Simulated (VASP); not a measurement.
Crystal: BeTe.

```xyz
2
Lattice="0.0000 2.7700 2.7700 2.7700 0.0000 2.7700 2.7700 2.7700 0.0000" Properties=species:S:1:pos:R:3 pbc="T T T"
Be    0.0000    0.0000    0.0000
Te    1.3850    1.3850    1.3850
```

- Program: VASP 6.6.1
- Task: relaxation of cell and atoms
- Functional: PBEsol
- Potentials or basis: VASP PAW PBE potentials, release 64 (Be, Te)
- Cutoff: 600 eV
- k mesh: 8 × 8 × 8
- Occupations: gaussian, width 0.03 eV
- Spin: no spin polarisation

At the start: pressure 2.5 GPa; volume 21.25 Å³/atom.

Question: How do energy, volume and symmetry change on relaxing?

Answer: Over 3 steps the energy falls by 6.5 meV/atom and the volume is 22.10 Å³/atom (+4.0 %); space group F-43m (No. 216, to 0.05 Å).

The path:
| step | energy change (eV) | largest force (eV/Å) | pressure (GPa) | volume (Å³) |
| --- | --- | --- | --- | --- |
| 1 | 0.0000 | 0.0000 | 2.54 | 42.51 |
| 2 | -0.0122 | 0.0000 | -0.55 | 44.61 |
| 3 | -0.0129 | 0.0000 | 0.00 | 44.19 |

Final structure:
```
Be Te
1.0
     0.00000    2.80614    2.80614
     2.80614    0.00000    2.80614
     2.80614    2.80614    0.00000
Be Te
1 1
Direct
  0.00000 0.00000 0.00000
  0.25000 0.25000 0.25000
```

Caveat: the PAW data sets were made with another functional, which shifts forces and pressure a little.
